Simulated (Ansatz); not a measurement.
# Ti3Al: the cost of one run

Computed with Ansatz 0.2.0 (DFT PBE, scalar-relativistic, plane waves, PAW, unless a step's input says otherwise).

The COD entry's cell or inner coordinates are ideal or old and differ from later refinements, so a difference from it is no clean test against experiment.

1 further run of the same task is left out (set aside as unsound or not needed).

## (1) The structure to begin with

It takes space group P6_3/mmc (No. 194, hexagonal). Conventional cell: a = 5.755 Å, b = 5.755 Å, c = 4.654 Å, α = 90.00°, β = 90.00°, γ = 120.00°. Around Ti (site symmetry mm2) lie 8 Ti at 2.82 to 2.93 Å and 4 Al at 2.84 to 2.88 Å. Around Al (site symmetry -6m2) lie 12 Ti at 2.84 to 2.88 Å.

Structure file:

```
Ti Al
1.0
     5.75534    0.00000    0.00000
    -2.87767    4.98427    0.00000
     0.00000    0.00000    4.65414
Ti Al
6 2
Direct
  0.83021 0.16979 0.25000
  0.66042 0.83021 0.75000
  0.83021 0.66042 0.25000
  0.16979 0.83021 0.75000
  0.33958 0.16979 0.25000
  0.16979 0.33958 0.75000
  0.33333 0.66667 0.25000
  0.66667 0.33333 0.75000
```

This cell was relaxed beforehand with the same method: volume 16.69 Å³/atom, gap on the mesh none (metal).

## (2) The undisturbed cell

input.yaml

```yaml
crystal:
  lattice:
    - [5.755338447, 0.0, 0.0]
    - [-2.8776692235, 4.9842693025, 0.0]
    - [0.0, 0.0, 4.6541380974]
  atoms:
    - { symbol: Ti, position: [0.8302113742, 0.1697886258, 0.25] }
    - { symbol: Ti, position: [0.6604227485, 0.8302113742, 0.75] }
    - { symbol: Ti, position: [0.8302113742, 0.6604227485, 0.25] }
    - { symbol: Ti, position: [0.1697886258, 0.8302113742, 0.75] }
    - { symbol: Ti, position: [0.3395772515, 0.1697886258, 0.25] }
    - { symbol: Ti, position: [0.1697886258, 0.3395772515, 0.75] }
    - { symbol: Al, position: [0.3333333333, 0.6666666667, 0.25] }
    - { symbol: Al, position: [0.6666666667, 0.3333333333, 0.75] }
basis:
  ecutwfc: 420
kpoints:
  mp_grid: { grid: [12, 12, 8] }
hamiltonian:
  xc: pbe
scf:
  occupations: { method: gaussian, width: 0.15 }
output:
  forces: true
  stress: true
  eigenvalues: true
```

Run with:

```sh
$ ansatz run input.yaml --threads 2 --pin off --max-ram 5120MiB --backend cpu --events-out ev --progress --plain --runs-dir out
```

What time and memory should one allow on 2 threads of Intel Xeon at 2.70GHz, shared host?

About 23 s, with a peak of 0.72 GiB.
